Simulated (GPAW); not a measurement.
Wanted: an ASE script for a GPAW 26.7.0 run.

- Task: relaxation of cell and atoms
- Functional: PW91
- Potentials or basis: PAW data sets generated in the run's folder for this functional
- Cutoff: 800 eV
- Basis: pw
- k mesh: 4 × 4 × 5
- Occupations: fermi-dirac, width 0.05 eV
- Spin: no spin polarisation
- Maxiter: 150
- Optimizer: LBFGS
- Fmax: 0.05 eV/Å
- Max steps: 100
- Convergence: density=1e-06 energy=1e-06 eigenstates=1e-10

The system is SnO2 (Cassiterite).

```
CELL_PARAMETERS angstrom
4.73800 0.00000 0.00000
0.00000 4.73800 0.00000
0.00000 0.00000 3.18650
ATOMIC_POSITIONS crystal
Sn 0.50000 0.50000 0.50000
Sn 0.00000 0.00000 0.00000
O 0.80710 0.19290 0.50000
O 0.69290 0.69290 0.00000
O 0.19290 0.80710 0.50000
O 0.30710 0.30710 0.00000
```

One way to write it, as run:

run.py

```python
from ase import Atoms
from ase.filters import FrechetCellFilter
from ase.io import write
from ase.optimize import LBFGS
from gpaw import GPAW, PW, setup_paths

setup_paths.insert(0, '.')

atoms = Atoms(['Sn', 'Sn', 'O', 'O', 'O', 'O'],
              cell=[[4.738, 0.0, 0.0],
                    [0.0, 4.738, 0.0],
                    [0.0, 0.0, 3.1865]],
              scaled_positions=[[0.5, 0.5, 0.5],
                                [0.0, 0.0, 0.0],
                                [0.8071, 0.1929, 0.5],
                                [0.6929, 0.6929, 0.0],
                                [0.1929, 0.8071, 0.5],
                                [0.3071, 0.3071, 0.0]],
              pbc=True)

calc = GPAW(mode=PW(800),
            xc='GGA_X_PW91+GGA_C_PW91',
            kpts={'size': (4, 4, 5), 'gamma': True},
            occupations={'name': 'fermi-dirac', 'width': 0.05},
            nbands=43,
            convergence={'density': 1e-06, 'energy': 1e-06, 'eigenstates': 1e-10},
            maxiter=150,
            txt='gpaw.txt')
atoms.calc = calc
opt = LBFGS(FrechetCellFilter(atoms), trajectory='relax.traj', logfile='-')
done = opt.run(fmax=0.05, steps=100)
calc.write('gs.gpw')
write('result.traj', atoms)
print('Converged:', done)
print('Cell:', atoms.cell.cellpar().round(4))
print('Volume:', round(atoms.get_volume(), 4))
print(atoms.get_scaled_positions().round(5))
```

Potentials or basis: PAW data sets generated in the run's folder for this functional, pw.

Command:

```sh
$ gpaw-setup -f GGA_X_PW91+GGA_C_PW91 O Sn
$ OMP_NUM_THREADS=1 python run.py
```

It gave:

```json
{
 "Relaxed volume": "12.42 Å³/atom",
 "Relaxed cell": "a = 4.800 Å, b = 4.800 Å, c = 3.234 Å, α = 90.00°, β = 90.00°, γ = 90.00°",
 "Space group after relaxing (to 0.05 Å)": "P4_2/mnm (No. 136)",
 "Energy gained by relaxing": "13.8 meV/atom",
 "Ionic steps": "7",
 "Pressure after relaxing": "0.0 GPa",
 "Largest force after relaxing": "0.005 eV/Å",
 "Band gap on the k mesh": "0.82 eV, direct"
}
```

Caveat: the k mesh is coarse; later steps reuse the first step's grids; spin-orbit coupling is left out, which moves the levels of the heavy elements.

Wall time 6.5 min on 1 thread of Arm Neoverse V2, with other jobs on the host, peak memory 0.33 GiB.
